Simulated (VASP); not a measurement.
## Al2O3 in VASP: the effect of functional

Crystal: Al2O3.

```
Al O
1.0
     4.61378    0.00000    0.00000
     0.00000    9.56328    0.00000
     0.00000    0.00000    3.11986
Al O
4 6
Direct
  0.98298 0.82457 0.00000
  0.01702 0.17543 0.00000
  0.48297 0.67543 0.50000
  0.51702 0.32457 0.50000
  0.50000 0.50000 0.50000
  0.12363 0.75305 0.50000
  0.37637 0.25305 0.00000
  0.62364 0.74695 0.00000
  0.00000 0.00000 0.00000
  0.87636 0.24695 0.50000
```

Measurements of this composition are mostly on another form, of space group No. 167.

Alike in all runs:

```yaml
Program: VASP 6.6.1
Task: band structure
Cutoff: 520 eV
k_mesh: 5 × 3 × 7
Occupations: fermi-dirac, width 0.05 eV
Spin: no spin polarisation
```

```tsv
functional	potentials or basis	gap on the mesh (eV)	pressure (GPa)	largest force (eV/Å)
LDA	VASP PAW LDA potentials, release 64 (Al, O)	3.35	-5.9	0.19
PBEsol	VASP PAW PBE potentials, release 64 (Al, O)	3.42	-2.4	0.17
RPBE	VASP PAW PBE potentials, release 64 (Al, O)	?	?	?
```

**Question.** What does the run with functional RPBE give?

**Answer.** gap on the mesh 3.68 eV; pressure 2.6 GPa; largest force 0.21 eV/Å.

Caveats: the PAW data sets were made with another functional, which shifts forces and pressure a little (some runs).

Runs at the PBE level aren't shown here.
